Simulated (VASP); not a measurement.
Write the native input for VASP 6.6.1 that does the following.

```yaml
Task: relaxation of cell and atoms
Functional: optB88-vdW
Potentials_or_basis: VASP PAW PBE potentials, release 64 (Si, C)
Cutoff: 600 eV
k_mesh: 10 × 10 × 10
Occupations: fermi-dirac, width 0.05 eV
Spin: no spin polarisation
Further_INCAR_settings: ALGO = Normal; EDIFF = 1e-06; IBRION = 2; EDIFFG = -0.01; NSW = 60; ISIF = 3
```

The structure of SiC (Moissanite 3C) lies in POSCAR:

```
SiC
1.0
    0.0000000000      2.1790000000      2.1790000000
    2.1790000000      0.0000000000      2.1790000000
    2.1790000000      2.1790000000      0.0000000000
Si C
1 1
Direct
    0.0000000000      0.0000000000      0.0000000000
    0.7500000000      0.7500000000      0.7500000000
```

The input as run:

INCAR

```
SYSTEM = SiC
PREC = Accurate ; ENCUT = 600
EDIFF = 1E-6 ; ISMEAR = -1
SIGMA = 0.05 ; LREAL = .FALSE.
LASPH = .TRUE. ; NELM = 60
ALGO = Normal ; ISIF = 3
LWAVE = .FALSE. ; LCHARG = .FALSE.
GGA = BO ; LUSE_VDW = .TRUE.
AGGAC = 0.0 ; PARAM1 = 0.1833333333
PARAM2 = 0.22 ; IBRION = 2
NSW = 60 ; EDIFFG = -0.01
```

KPOINTS

```
regular mesh
0
G
  10 10 10
  0 0 0
```

Potentials or basis: VASP PAW PBE potentials, release 64 (Si, C).

Command:

```sh
$ cat potpaw_PBE.64/Si/POTCAR potpaw_PBE.64/C/POTCAR > POTCAR
$ mpirun -np 1 vasp_std > vasp.out
```

It gave:

The relaxed volume is 10.50 Å³/atom. The relaxed cell is a = 3.097 Å, b = 3.097 Å, c = 3.097 Å, α = 60.00°, β = 60.00°, γ = 60.00°, the space group after relaxing (to 0.05 Å) is F-43m (No. 216) and the energy gained by relaxing is 1.6 meV/atom. The ionic steps are 3 and the pressure after relaxing is 0.0 GPa. The band gap on the k mesh is 1.55 eV, indirect (least direct gap 4.68 eV).

Caveat: the PAW data sets were made with another functional, which shifts forces and pressure a little.

Wall time 53 s on 1 thread of Intel(R) Xeon(R) 6975P-C (Granite Rapids), with other jobs on the host, peak memory 0.32 GiB.
